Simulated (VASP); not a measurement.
A run of VASP 6.6.1 is set up as follows.

File INCAR:

```
SYSTEM = KCl
ALGO = Normal ; EDIFF = 1E-7
ENCUT = 520 ; GGA = PE
ISIF = 2 ; ISMEAR = -1
LASPH = .True. ; LCHARG = .False.
LREAL = .False. ; LWAVE = .False.
NBANDS = 24 ; NELM = 80
PREC = Accurate ; SIGMA = 0.05
```

The input KPOINTS:

```
k-points
0
Gamma
  7 5 5
  0 0 0
```

Contents of POSCAR:

```
KCl
1.0
   -3.8391960000      0.0000000000      0.0000000000
    0.0000000000      3.8391960000      3.8391960000
    0.0000000000      3.8391960000     -3.8391960000
K Cl
2 2
Direct
    0.0102873900      0.0021572700      0.9884567900
    0.9691378200      0.4935281900      0.5346296300
    0.5102873900      0.5021572700      0.9884567900
    0.5102873900      0.0021572700      0.4884567900
```

Potentials or basis: VASP PAW PBE potentials, release 64 (K_sv, Cl).

Launch:

```sh
$ cat potpaw_PBE.64/K_sv/POTCAR potpaw_PBE.64/Cl/POTCAR > POTCAR
$ mpirun -np 1 vasp_std > vasp.out
```

Question: What does it give for the largest force?

Answer: 0.379 eV/Å.

Question: Predict the band gap on the k mesh.

Answer: 4.82 eV, direct.

Question: Estimate the pressure.

Answer: 0.3 GPa.

Stress tensor (GPa, compression positive):
```
 0.25  0.15 -0.20
 0.15  0.25 -0.15
-0.20 -0.15  0.28
```

Caveat: an odd mesh through Γ misses points on the zone boundary, where band edges often lie.
